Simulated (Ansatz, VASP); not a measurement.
Sc in VASP and in Ansatz

The input INCAR:

```
ALGO = Fast
EDIFF = 1E-6
ENCUT = 520
GGA = PE
ISIF = 2
ISMEAR = 0
LASPH = True
LCHARG = True
LELF = True
LREAL = False
LVHAR = True
LWAVE = False
NBANDS = 12
NELM = 100
PREC = Accurate
SIGMA = 0.15
```

The input KPOINTS:

```
k-points
0
Gamma
  20 20 20
```

File POSCAR:

```
Sc
1.0
   -1.8041594370      1.8041594370      1.9395915676
    1.8041594370     -1.8041594370      1.9395915676
    1.8041594370      1.8041594370     -1.9395915676
Sc
1
Direct
    0.0000000000      0.0000000000      0.0000000000
```

Input for Ansatz:

```yaml
crystal:
  lattice:
    - [-1.804159437, 1.804159437, 1.9395915676]
    - [1.804159437, -1.804159437, 1.9395915676]
    - [1.804159437, 1.804159437, -1.9395915676]
  atoms:
    - { symbol: Sc, position: [0.0, 0.0, 0.0] }
basis:
  ecutwfc: 420
kpoints:
  mp_grid: { grid: [20, 20, 20] }
hamiltonian:
  xc: pbe
scf:
  occupations: { method: gaussian, width: 0.15 }
output:
  forces: true
  stress: true
  eigenvalues: true
```

Alike in both runs: task single point; functional PBE; k mesh 20 × 20 × 20; occupations gaussian, width 0.15 eV; no spin polarisation.

|  | VASP | Ansatz |
| --- | --- | --- |
| version | VASP 6.6.1 | Ansatz 0.2.0 |
| potentials or method | VASP PAW PBE potentials, release 64 (Sc_sv) | scalar-relativistic, plane waves, PAW |
| plane-wave cutoff (eV) | 520 | 420 |
| valence electrons in the cell | 11 | 11 |

Ansatz gave:

* gap on the k mesh at the Fermi level (eV): none
* pressure (GPa): -0.8
* largest component of the traceless stress (GPa): 0.62

Task: Estimate VASP's values.

Result: gap on the k mesh at the Fermi level (eV): none; pressure (GPa): -0.8; largest component of the traceless stress (GPa): 0.63.

A gap of «none» marks a metal or a gap that the smearing closes.
